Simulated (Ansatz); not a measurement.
# HgTe (rocksalt type): the cost of one run

Program: Ansatz 0.2.0. Level of theory: DFT, PBE, all-electron LAPW, scalar-relativistic. These are calculated values, not measurements.

### Step 1. The starting structure

Symmetry: Fm-3m, No. 225, cubic system. Conventional cell: a = 5.660 Å, b = 5.660 Å, c = 5.660 Å, α = 90.00°, β = 90.00°, γ = 90.00°. Around Hg (site symmetry m-3m) lie 6 Te at 2.83 Å. Te (site symmetry m-3m) is surrounded by 6 Hg at 2.83 Å.

As a file:

```
CELL_PARAMETERS angstrom
0.00000 2.82977 2.82977
2.82977 0.00000 2.82977
2.82977 2.82977 0.00000
ATOMIC_POSITIONS crystal
Hg 0.00000 0.00000 0.00000
Te 0.50000 0.50000 0.50000
```

Atoms are numbered in the order of the input: Hg1, Te2.

### Step 2. Rocksalt relaxed under pressure, LAPW

The input, input.yaml:

```yaml
crystal:
  lattice:
    - [0.0, 2.8297740661, 2.8297740661]
    - [2.8297740661, 0.0, 2.8297740661]
    - [2.8297740661, 2.8297740661, 0.0]
  atoms:
    - { symbol: Hg, position: [0.0, 0.0, 0.0] }
    - { symbol: Te, position: [0.5, 0.5, 0.5] }
kpoints:
  mp_grid: { grid: [12, 12, 12] }
scf:
  occupations: { method: fermi_dirac, width: 0.08 }
hamiltonian:
  xc: pbe
  pseudopotentials: { kind: all_electron, lapw: { basis_error: 0.0005 } }
output:
  forces: true
  stress: true
  eigenvalues: true
relax:
  f_tol: 0.005
  max_steps: 12
  cell: { p_target: 22.0, stress_tol: 0.03 }
```

Run with:

```console
$ ansatz run input.yaml --threads 1 --pin off --max-ram 3584MiB --backend cpu --events-out ev --progress --plain --runs-dir out
```

**Question.** How long does this run take on 1 thread of Arm Neoverse V2, shared host, and how much memory does it need?

About 46 s, with a peak of 0.57 GiB.
